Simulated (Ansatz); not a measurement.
# Os: a single-point run

The task is a single-point run on Os.

Program: Ansatz 0.2.0. Level of theory: DFT, r2SCAN, PAW with Ansatz's default frozen-core files, scalar-relativistic (as first typed). These are calculated values, not measurements.

**1. The system as given**

It takes space group Fm-3m (No. 225, cubic). The conventional cell has a = 3.890 Å, b = 3.890 Å, c = 3.890 Å, α = 90.00°, β = 90.00°, γ = 90.00°. Os (site symmetry m-3m) has 12 Os at 2.75 Å in its first shell of neighbours.

As a file:

```cif
data_structure
_symmetry_space_group_name_H-M 'P 1'
_symmetry_Int_Tables_number 1
_cell_length_a 2.7506
_cell_length_b 2.7506
_cell_length_c 2.7506
_cell_angle_alpha 60.000
_cell_angle_beta 60.000
_cell_angle_gamma 60.000
_cell_volume 14.72
loop_
_atom_site_label
_atom_site_type_symbol
_atom_site_fract_x
_atom_site_fract_y
_atom_site_fract_z
_atom_site_occupancy
Os1 Os 0.00000 0.00000 0.00000 1
```

**2. Input and run**

input.yaml reads:

```yaml
crystal:
  lattice:
    - [0.0, 1.945, 1.945]
    - [1.945, 0.0, 1.945]
    - [1.945, 1.945, 0.0]
  atoms:
    - { symbol: Os, position: [0.0, 0.0, 0.0] }
kpoints:
  mp_grid: { grid: [14, 14, 14] }
  band_path:
    path:
      - [0.0, 0.0, 0.0]
      - [0.5, 0.0, 0.5]
      - [0.625, 0.25, 0.625]
      - [0.375, 0.375, 0.75]
      - [0.0, 0.0, 0.0]
      - [0.5, 0.5, 0.5]
      - [0.5, 0.25, 0.75]
      - [0.5, 0.0, 0.5]
    npoints: 5
scf:
  occupations: { method: fermi_dirac, width: 0.03 }
  mixing: { algorithm: broyden, beta: 1.0, ndim: 1, preconditioner: none }
  max_iter: 50
hamiltonian:
  xc: r2scan
  pseudopotentials: { kind: paw }
output:
  forces: true
  stress: true
  eigenvalues: true
  efg: { contact_densities: true }
```

The run is started by

```console
$ ansatz run input.yaml --threads 1 --pin off --max-ram 2048MiB --backend cpu --events-out ev --progress --plain --runs-dir out
```

**Question.** How will this run end, and is anything wrong with its input?

This run ends as converged, with warnings (gradients without spin orbit). It gives a pressure of -17 GPa, which is large.

In the input, scf.mixing.algorithm is broyden; scf.mixing.beta is 1.0; scf.mixing.ndim is 1; scf.mixing.preconditioner is none. What could go wrong: mixing too aggressive. Here it converged all the same; such a setting changes the road, not the converged state. Several mixing settings were changed at once, so this run can't tell how much each is to blame.

The test: delete scf.mixing.algorithm, scf.mixing.beta, scf.mixing.ndim and scf.mixing.preconditioner (the default then holds).
